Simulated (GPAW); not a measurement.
# GaP (F-43m) in GPAW: a series of runs, part 2 of 3

GPAW 26.7.0.

## (3) Equation of state, RPBE+D3(BJ)

Input file run.py:

```python
from ase.calculators.mixing import SumCalculator
from ase.eos import EquationOfState
from ase.io import Trajectory
from ase.spacegroup import crystal
from ase.units import GPa
from dftd3.ase import DFTD3
from gpaw import GPAW, PW

# Ga 4a
# P 4c
atoms = crystal(['Ga', 'P'],
                basis=[[0.0, 0.0, 0.0],
                       [0.25, 0.25, 0.25]],
                spacegroup=216, setting=1,  # F-43m
                cellpar=[5.4505, 5.4505, 5.4505, 90.0, 90.0, 90.0],
                primitive_cell=True)

traj = Trajectory('eos.traj', 'w')
volumes, energies = [], []
for x in [0.94, 0.96, 0.98, 1.0, 1.02, 1.04, 1.06]:
    a = atoms.copy()
    a.set_cell(atoms.cell * x**(1 / 3), scale_atoms=True)
    calc = GPAW(mode=PW(600),
                xc='RPBE',
                kpts={'size': (8, 8, 8), 'gamma': True},
                occupations={'name': 'fermi-dirac', 'width': 0.05},
                nbands=11,
                convergence={'density': 1e-05, 'energy': 1e-05},
                maxiter=150,
                txt=f'eos-{x:.2f}.txt')
    a.calc = SumCalculator([calc, DFTD3(method='rpbe', damping='d3bj')])
    energies.append(a.get_potential_energy())
    volumes.append(a.get_volume())
    p = -a.get_stress()[:3].mean() / GPa
    calc.write(f'eos-{x:.2f}.gpw')
    traj.write(a)
    print(f'{x:.2f} {volumes[-1]:10.4f} A^3 {energies[-1]:14.6f} eV {p:9.3f} GPa', flush=True)

v0, e0, B = EquationOfState(volumes, energies, eos='birchmurnaghan').fit()
print(f'V0 = {v0:.4f} A^3, E0 = {e0:.6f} eV, B0 = {B / GPa:.2f} GPa')
```

Potentials or basis: the program's PAW data sets (release 1.2.1) made for this functional, pw.

Run with:

```bash
$ OMP_NUM_THREADS=1 python run.py
```

Output:

```text
__  _  _
 | _ |_)|_||  |
 |__||  | ||/\| - 26.7.0

Input parameters:
  mode=PW(ecut=600.0),
  convergence={'density': 1e-05, 'energy': 1e-05},
  kpts=MonkhorstPack(size=(8, 8, 8), gamma=True),
  maxiter=150,
  nbands=11,
  occupations=Occupations(name='fermi-dirac', width=0.05),
  xc=XC(name='RPBE')

Diagonalizing LCAO Hamiltonian
Converting LCAO to pw mode

           P

       Ga

Atoms  # Å, Bohr magnetons
|   | symbol |        x |        y |        z |    initial magnetic moments |
|---|--------|----------|----------|----------|-----------------------------|
| 0 |     Ga | 0.000000 | 0.000000 | 0.000000 | ( 0.0000,  0.0000,  0.0000) |
| 1 |      P | 1.334809 | 1.334809 | 1.334809 | ( 0.0000,  0.0000,  0.0000) |

Unit cell  # Å
| periodic |        x |        y |        z |  lengths |    angles |
|----------|----------|----------|----------|----------|-----------|
|      yes | 0.000000 | 2.669617 | 2.669617 | 3.775409 | 60.000000 |
|      yes | 2.669617 | 0.000000 | 2.669617 | 3.775409 | 60.000000 |
|      yes | 2.669617 | 2.669617 | 0.000000 | 3.775409 | 60.000000 |

Number of symmetries: 24
Symmetry operations  # r_c * U_cc + t_c -> r_c
|    | kind |            matrix            |
|----|------|------------------------------|
|  0 |  E   |  1, 0, 0,  0, 1, 0,  0, 0, 1 |
|  1 |  σ   |  1, 0, 0,  0, 0, 1,  0, 1, 0 |
|  2 |  σ   |  1, 0,-1,  0, 1,-1,  0, 0,-1 |
|  3 |  C3  |  1, 0,-1,  0, 0,-1,  0, 1,-1 |
|  4 |  C3  |  1,-1, 0,  0,-1, 1,  0,-1, 0 |
|  5 |  σ   |  1,-1, 0,  0,-1, 0,  0,-1, 1 |
|  6 |  σ   |  0, 1, 0,  1, 0, 0,  0, 0, 1 |
[... 127 lines left out ...]
  Trust region scale: 1.0
  Backstep threshold: 4.0
  History deletion threshold: 6.0
  Fourier metric: weight=20.0, sigma=0.015

occupation numbers:
  Fermi-Dirac:
    width: 0.0500  # eV

poisson solver:
  ecut: 4800.0  # eV

xc functional:
  name: RPBE with 2 nearest neighbor stencil

convergence criteria:
[... 6 lines left out ...]
|iter     | |      energy | eigst |  dens |
|---------|-|-------------|-------|-------|
|iter:   1| |   -8.360150 | -0.25 |       |
|iter:   2| |   -8.326162 | -2.34 | -0.83 |
|iter:   3| |   -8.185313 | -1.79 | -0.86 |
|iter:   4| |   -8.189970 | -3.28 | -1.50 |
|iter:   5| |   -8.190938 | -4.14 | -2.00 |
|iter:   6| |   -8.190998 | -5.35 | -2.74 |
|iter:   7| |   -8.190999c| -7.05 | -3.61 |
|iter:   8| |   -8.190999c| -8.41c| -4.19 |
|iter:   9| |   -8.190999c| -8.30c| -5.07c|

Converged in 9 steps
Energy contributions relative to reference atoms: (reference = -62197.110969)

Energy contributions:
  Kinetic:          33.684785
  Coulomb:         -29.049152
  Zero:              0.012103
  External:          0.000000
  Xc:              -12.838735
  Entropy:          -0.000000
  Spinorbit:         0.000000
  ----------------------------
  Free energy:      -8.190999
  Extrapolated:     -8.190999

dipole moment: (-16.659587, -16.659587, -16.659587)  # |e|*Ang

Fermi level: 6.515
Eigenvalues  # (at kpt = [0.000, 0.000, 0.000])
| band index |      eig [eV] | occ [0-2] |
|------------|---------------|-----------|
|          0 |        -7.196 |     2.000 |
|          1 |         5.722 |     2.000 |
|          2 |         5.722 |     2.000 |
|          3 |         5.722 |     2.000 |
|          4 |         8.268 |     0.000 |
|          5 |         9.672 |     0.000 |
|          6 |         9.672 |     0.000 |
|          7 |         9.672 |     0.000 |
|          8 |        15.096 |     0.000 |
|          9 |        15.483 |     0.000 |
|         10 |        15.483 |     0.000 |

Gap: 1.624 eV
Transition (v -> c):
  (s=0, k=0, n=3, [0.00, 0.00, 0.00]) -> (s=0, k=24, n=4, [0.50, 0.50, 0.00])
Direct/indirect transitions are different
Direct gap: 2.546 eV
Transition at: (s=0, k=0, n=3, [0.00, 0.00, 0.00])

Stress tensor  # eV/Ang^3
|         x |         y |         z |
|-----------|-----------|-----------|
| -0.087162 | -0.000000 |  0.000000 |
| -0.000000 | -0.087162 |  0.000000 |
|  0.000000 |  0.000000 | -0.087162 |

# Writing to eos-0.94.gpw (mode='')
```

stdout:

```text
0.94    38.0519 A^3     -10.946377 eV     0.780 GPa
0.96    38.8616 A^3     -10.945098 eV    -1.282 GPa
0.98    39.6712 A^3     -10.933962 eV    -3.123 GPa
1.00    40.4808 A^3     -10.914042 eV    -4.765 GPa
1.02    41.2904 A^3     -10.886261 eV    -6.228 GPa
1.04    42.1000 A^3     -10.851514 eV    -7.531 GPa
1.06    42.9096 A^3     -10.810549 eV    -8.690 GPa
V0 = 38.3550 A^3, E0 = -10.947128 eV, B0 = 99.32 GPa
```

eos-1.00.txt:

```text
SCF iterations
|iter     | |      energy | eigst |  dens |
|---------|-|-------------|-------|-------|
|iter:   1| |   -8.507130 | -0.29 |       |
|iter:   2| |   -8.473479 | -2.35 | -0.83 |
|iter:   3| |   -8.339828 | -1.84 | -0.86 |
|iter:   4| |   -8.344148 | -3.38 | -1.50 |
|iter:   5| |   -8.344955 | -4.18 | -2.00 |
[... 40 lines left out ...]
  (s=0, k=0, n=3, [0.00, 0.00, 0.00]) -> (s=0, k=12, n=4, [0.38, 0.38, 0.00])
Direct/indirect transitions are different
Direct gap: 2.020 eV
Transition at: (s=0, k=0, n=3, [0.00, 0.00, 0.00])

Stress tensor  # eV/Ang^3
|         x |         y |         z |
|-----------|-----------|-----------|
| -0.041789 |  0.000000 |  0.000000 |
|  0.000000 | -0.041789 | -0.000000 |
|  0.000000 | -0.000000 | -0.041789 |

# Writing to eos-1.00.gpw (mode='')
```

Run time: 53 s. Hardware: 1 thread of Intel Xeon at 2.60GHz (Ice Lake), shared host; peak memory 0.24 GiB.

What came out:

```yaml
Equilibrium_volume: 19.18 Å³/atom
Bulk_modulus: 99 GPa
Pressure_derivative_of_the_bulk_modulus: 4.5
```

Energy against volume, from the lowest point:
```csv
volume (Å³/atom),energy (meV/atom)
19.026,0.00
19.431,0.64
19.836,6.21
20.240,16.17
20.645,30.06
21.050,47.43
21.455,67.91
```

Caveat: the data sets keep Ga 3d, Li 1s and Be 1s frozen, and some such compounds lay over 1.5 % in volume off other programs.

## (4) Band structure, PBEsol, spin-orbit coupling, no magnetisation

Input file run.py:

```python
import numpy as np
import spglib
from ase import Atoms
from ase.dft.bandgap import bandgap
from ase.io import read, write
from ase.units import GPa
from gpaw import GPAW, PW, setup_paths
from gpaw.spinorbit import soc_eigenstates

setup_paths.insert(0, '.')

atoms = read('GaP.cif')
cell, positions, numbers = spglib.find_primitive(
    (atoms.cell[:], atoms.get_scaled_positions(), atoms.numbers), symprec=1e-4)
atoms = Atoms(numbers, cell=cell, scaled_positions=positions, pbc=True)

calc = GPAW(mode=PW(600),
            xc='PBEsol',
            kpts={'size': (8, 8, 8), 'gamma': True},
            occupations={'name': 'fermi-dirac', 'width': 0.05},
            nbands=11,
            convergence={'density': 1e-05, 'energy': 1e-05},
            maxiter=150,
            txt='gpaw.txt')
atoms.calc = calc
energy = atoms.get_potential_energy()
forces = atoms.get_forces()
stress = atoms.get_stress()
calc.write('gs.gpw')
write('result.traj', atoms)
print(f'Energy: {energy:.6f} eV')
print('Forces (eV/A):')
print(forces.round(4))
print('Stress (GPa):', (stress / GPa).round(3))
print('Fermi level:', round(calc.get_fermi_level(), 4), 'eV')
print(f'Gap: {bandgap(calc)[0]:.4f} eV, direct: {bandgap(calc, direct=True)[0]:.4f} eV')

path = atoms.cell.bandpath('GXWKGLUWLK,UX', npoints=60, eps=1e-4)
bs_calc = calc.fixed_density(kpts=path, symmetry='off', nbands=21,
                             convergence={'bands': 'CBM+6.0', 'eigenstates': 1e-6}, txt='bands.txt')
bs = bs_calc.band_structure()
bs.write('bs.json')
print(f'Gap on the path: {bandgap(bs_calc)[0]:.4f} eV')

soc = soc_eigenstates(bs_calc, theta=0, phi=0)
np.savetxt('soc_bands.dat', soc.eigenvalues(), fmt='%.4f')
mesh = soc_eigenstates('gs.gpw', theta=0, phi=0)
np.savetxt('soc_mesh.dat', mesh.eigenvalues(), fmt='%.4f')
print('Fermi level with spin-orbit coupling:', round(mesh.fermi_level, 4), 'eV')
```

Input file GaP.cif:

```cif
data_GaP
_cell_length_a 5.45050000
_cell_length_b 5.45050000
_cell_length_c 5.45050000
_cell_angle_alpha 90.00000000
_cell_angle_beta 90.00000000
_cell_angle_gamma 90.00000000
_space_group_name_H-M_alt 'F-43m'
_space_group_name_Hall 'F -4 2 3'
_space_group_IT_number 216
loop_
_space_group_symop_operation_xyz
'x,y,z'
'y,-x,-z'
'-x,-y,z'
'-y,x,-z'
'x,-y,-z'
'y,x,z'
'-x,y,-z'
'-y,-x,z'
'z,x,y'
'-z,y,-x'
'z,-x,-y'
'-z,-y,x'
'-z,x,-y'
'z,y,x'
'-z,-x,y'
'z,-y,-x'
'y,z,x'
'-x,-z,y'
'-y,z,-x'
'x,-z,-y'
'-y,-z,x'
'x,z,y'
'y,-z,-x'
'-x,z,-y'
'x,y+1/2,z+1/2'
'y,-x+1/2,-z+1/2'
'-x,-y+1/2,z+1/2'
'-y,x+1/2,-z+1/2'
'x,-y+1/2,-z+1/2'
'y,x+1/2,z+1/2'
'-x,y+1/2,-z+1/2'
'-y,-x+1/2,z+1/2'
'z,x+1/2,y+1/2'
'-z,y+1/2,-x+1/2'
'z,-x+1/2,-y+1/2'
'-z,-y+1/2,x+1/2'
'-z,x+1/2,-y+1/2'
'z,y+1/2,x+1/2'
'-z,-x+1/2,y+1/2'
'z,-y+1/2,-x+1/2'
'y,z+1/2,x+1/2'
'-x,-z+1/2,y+1/2'
'-y,z+1/2,-x+1/2'
'x,-z+1/2,-y+1/2'
'-y,-z+1/2,x+1/2'
'x,z+1/2,y+1/2'
'y,-z+1/2,-x+1/2'
'-x,z+1/2,-y+1/2'
'x+1/2,y,z+1/2'
'y+1/2,-x,-z+1/2'
'-x+1/2,-y,z+1/2'
'-y+1/2,x,-z+1/2'
'x+1/2,-y,-z+1/2'
'y+1/2,x,z+1/2'
'-x+1/2,y,-z+1/2'
'-y+1/2,-x,z+1/2'
'z+1/2,x,y+1/2'
'-z+1/2,y,-x+1/2'
'z+1/2,-x,-y+1/2'
'-z+1/2,-y,x+1/2'
'-z+1/2,x,-y+1/2'
'z+1/2,y,x+1/2'
'-z+1/2,-x,y+1/2'
'z+1/2,-y,-x+1/2'
'y+1/2,z,x+1/2'
'-x+1/2,-z,y+1/2'
'-y+1/2,z,-x+1/2'
'x+1/2,-z,-y+1/2'
'-y+1/2,-z,x+1/2'
'x+1/2,z,y+1/2'
'y+1/2,-z,-x+1/2'
'-x+1/2,z,-y+1/2'
'x+1/2,y+1/2,z'
'y+1/2,-x+1/2,-z'
'-x+1/2,-y+1/2,z'
'-y+1/2,x+1/2,-z'
'x+1/2,-y+1/2,-z'
'y+1/2,x+1/2,z'
'-x+1/2,y+1/2,-z'
'-y+1/2,-x+1/2,z'
'z+1/2,x+1/2,y'
'-z+1/2,y+1/2,-x'
'z+1/2,-x+1/2,-y'
'-z+1/2,-y+1/2,x'
'-z+1/2,x+1/2,-y'
'z+1/2,y+1/2,x'
'-z+1/2,-x+1/2,y'
'z+1/2,-y+1/2,-x'
'y+1/2,z+1/2,x'
'-x+1/2,-z+1/2,y'
'-y+1/2,z+1/2,-x'
'x+1/2,-z+1/2,-y'
'-y+1/2,-z+1/2,x'
'x+1/2,z+1/2,y'
'y+1/2,-z+1/2,-x'
'-x+1/2,z+1/2,-y'
loop_
_atom_site_label
_atom_site_type_symbol
_atom_site_symmetry_multiplicity
_atom_site_Wyckoff_symbol
_atom_site_fract_x
_atom_site_fract_y
_atom_site_fract_z
_atom_site_occupancy
Ga1 Ga 4 a 0.0000000000 0.0000000000 0.0000000000 1
P1 P 4 c 0.2500000000 0.2500000000 0.2500000000 1
```

Potentials or basis: PAW data sets generated in the run's folder for this functional, pw.

Run with:

```bash
$ gpaw-setup -f PBEsol Ga P
$ OMP_NUM_THREADS=1 python run.py
```

Run time: 21 s. Hardware: 1 thread of Intel Xeon at 2.60GHz (Ice Lake), shared host; peak memory 0.23 GiB.

It converged, with:

```yaml
Free_energy: -9.8244 eV
Pressure: 1.5 GPa
Band_gap_on_the_k_mesh: 1.50 eV, indirect (least direct gap 1.78 eV)
Band_gap_along_the_path: 1.46 eV, indirect (least direct gap 1.78 eV)
```

Levels at the corners of the path, in eV from the valence-band top:
```tsv
point	band 4	band 5	band 6	band 7	band 8	band 9	band 10	band 11	band 12	band 13
Γ	-0.09	0.00	0.00	0.00	0.00	1.78	1.78	3.72	3.72	3.89
X	-6.80	-2.74	-2.74	-2.71	-2.71	1.50	1.50	1.72	1.72	10.50
W	-6.56	-3.68	-3.66	-3.51	-3.46	4.60	4.60	4.84	4.87	5.96
K	-6.57	-4.03	-4.01	-2.30	-2.30	2.06	2.07	4.73	4.73	8.16
Γ	-0.09	0.00	0.00	0.00	0.00	1.78	1.78	3.72	3.72	3.89
L	-6.69	-1.19	-1.19	-1.11	-1.11	1.61	1.61	4.61	4.61	4.68
U	-6.57	-4.03	-4.01	-2.30	-2.30	2.06	2.07	4.73	4.73	8.16
W	-6.56	-3.68	-3.66	-3.51	-3.46	4.60	4.60	4.84	4.87	5.96
L	-6.69	-1.19	-1.19	-1.11	-1.11	1.61	1.61	4.61	4.61	4.68
K	-6.57	-4.03	-4.01	-2.30	-2.30	2.06	2.07	4.73	4.73	8.16
U	-6.57	-4.03	-4.01	-2.30	-2.30	2.06	2.07	4.73	4.73	8.16
X	-6.80	-2.74	-2.74	-2.71	-2.71	1.50	1.50	1.72	1.72	10.50
```

Caveat: the data sets keep Ga 3d, Li 1s and Be 1s frozen, and some such compounds lay over 1.5 % in volume off other programs; spin-orbit coupling was added after a scalar SCF, so levels and gaps hold it while energy, forces, pressure and moments don't; this program's spin-orbit splittings come out too wide for heavy elements.

(Continued in part 3 of 3.)
